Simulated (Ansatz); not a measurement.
## BeO: carrier doping

Start from BeO in the wurtzite structure (space group P6_3mc, No. 186).

```
CELL_PARAMETERS angstrom
      2.69049     0.00000     0.00000
     -1.34524     2.33003     0.00000
      0.00000     0.00000     4.36988
ATOMIC_POSITIONS crystal
  Be 0.66667 0.33333 0.00145
  Be 0.33333 0.66667 0.50145
  O  0.66667 0.33333 0.62375
  O  0.33333 0.66667 0.12375
```

Carriers are added at fixed cell with a uniform background; the Fermi–Dirac width is that of 300 K.

Level of theory: r2SCAN/PAW in Ansatz (a first-principles code), without spin-orbit coupling.

Notes on the quantities. Fermi level from band edge: Fermi level relative to the doped band's edge (positive inside the band; to 0.05 eV).

| case | gap between the host's bands | Fermi level from band edge |
|---|---|---|
| undoped | 8.55 eV | – |
| electrons 1.5×10^21 cm⁻³ | 8.53 eV | +0.70 eV |
| electrons 5.0×10^21 cm⁻³ | 8.47 eV | +1.25 eV |
| electrons 7.0×10^21 cm⁻³ | 8.44 eV | +1.40 eV |
| electrons 1.0×10^22 cm⁻³ | 8.41 eV | +1.50 eV |
| holes 1.5×10^21 cm⁻³ | 8.59 eV | +0.15 eV |
| holes 5.0×10^21 cm⁻³ | 8.68 eV | +0.25 eV |
| holes 7.0×10^21 cm⁻³ | 8.74 eV | +0.30 eV |
| holes 1.0×10^22 cm⁻³ | 8.82 eV | +0.40 eV |

Carriers are added with a uniform compensating background; total energy and stress of such cells depend on the potential's zero and are not compared; many-body gap narrowing is missing at this level. Whether these cells are dynamically stable was not tested.
